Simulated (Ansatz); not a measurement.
ZrO$_{2}$:
```xyz
3
Lattice="0.0000 2.5447 2.5447 2.5447 0.0000 2.5447 2.5447 2.5447 0.0000" Properties=species:S:1:pos:R:3 pbc="T T T"
Zr     0.0000     0.0000     0.0000
O      1.2724     1.2724     1.2724
O      3.8171     3.8171     3.8171
```

Relaxed with r²SCAN. Special points in fractions of this cell's reciprocal vectors: Γ (0.000, 0.000, 0.000); X (0.500, 0.000, 0.500); U (0.625, 0.250, 0.625); K (0.375, 0.375, 0.750); L (0.500, 0.500, 0.500); W (0.500, 0.250, 0.750).

Q: List the band energies nearest the valence-band maximum at these points for r²SCAN (plane waves, PAW; program Ansatz).

A: In eV from the valence-band maximum; about four levels below and three above (degenerate sets whole), none deeper than 8.9 eV; points with the same levels are listed once.

```tsv
k	below	above
Γ	-5.32 -5.32 -5.32 -0.55 -0.55 -0.55	3.89 3.89 7.19
X	-3.22 -3.22 -1.52 -1.52 0.00	4.29 5.26 6.38
U	-3.13 -2.23 -1.22 -0.34	4.51 5.26 6.71
L	-2.59 -2.49 -1.67 -1.67	4.50 4.50 6.62
W	-2.42 -2.42 -1.38 -0.21	4.91 5.10 6.83 6.83
```

Space group Fm-3m (fluorite). This is a known high-temperature phase of the composition, computed here at zero pressure and temperature. Symmetry was held in the r²SCAN relaxation; its stability against distortions is not shown here. The run is not spin-polarised. Spin–orbit coupling is left out wherever it is not named.

Potentials: the later of the program's two PAW sets.
